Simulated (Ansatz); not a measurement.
Space group P6_3/mmc (No. 194). a = 5.276 Å, b = 5.276 Å, c = 8.612 Å, α = 90.00°, β = 90.00°, γ = 120.00°
```tsv
atom	site	symmetry	x	y	z
Si	4f	3m.	0.3333	0.6667	0.0624
O	2c	-6m2	0.3333	0.6667	0.2500
O	6g	.2/m.	0.5000	0.0000	0.0000
```

Equation of state of this SiO2 structure (not necessarily the ground state), with shape and atoms relaxed at each volume where symmetry leaves them free. The calculation used Ansatz 0.2.0, DFT PBE, scalar-relativistic, plane waves, PAW.

Plane waves to 420 eV, a k mesh through Γ of 6×6×4 on the computed 12-atom cell and Gaussian smearing (0.02 eV); no spin polarisation.

```json
{"V (Å³/atom)": "15.224", "E − E(largest V) (meV/atom)": "72.59", "P (GPa)": "23.86", "gap on mesh (eV)": "5.67"}
{"V (Å³/atom)": "15.743", "E − E(largest V) (meV/atom)": "7.54", "P (GPa)": "16.48", "gap on mesh (eV)": "5.63"}
{"V (Å³/atom)": "16.262", "E − E(largest V) (meV/atom)": "-35.33", "P (GPa)": "10.14", "gap on mesh (eV)": "5.57"}
{"V (Å³/atom)": "16.781", "E − E(largest V) (meV/atom)": "-59.17", "P (GPa)": "4.70", "gap on mesh (eV)": "5.48"}
{"V (Å³/atom)": "17.300", "E − E(largest V) (meV/atom)": "-66.58", "P (GPa)": "0.01", "gap on mesh (eV)": "5.37"}
{"V (Å³/atom)": "17.819", "E − E(largest V) (meV/atom)": "-59.91", "P (GPa)": "-4.03", "gap on mesh (eV)": "5.22"}
{"V (Å³/atom)": "18.338", "E − E(largest V) (meV/atom)": "-41.08", "P (GPa)": "-7.51", "gap on mesh (eV)": "5.03"}
{"V (Å³/atom)": "19.030", "E − E(largest V) (meV/atom)": "0.00", "P (GPa)": "-11.39", "gap on mesh (eV)": "4.72"}
```

Q: Fit a third-order Birch–Murnaghan equation to E(V).

A: V0 = 17.30 Å³/atom, B0 = 145 GPa, B0' = 4.0.

This form isn't the usual stable structure of the compound.

Cost: 8 runs of about 4.2 core-minutes in all, on Arm Neoverse V1 (shared hosts).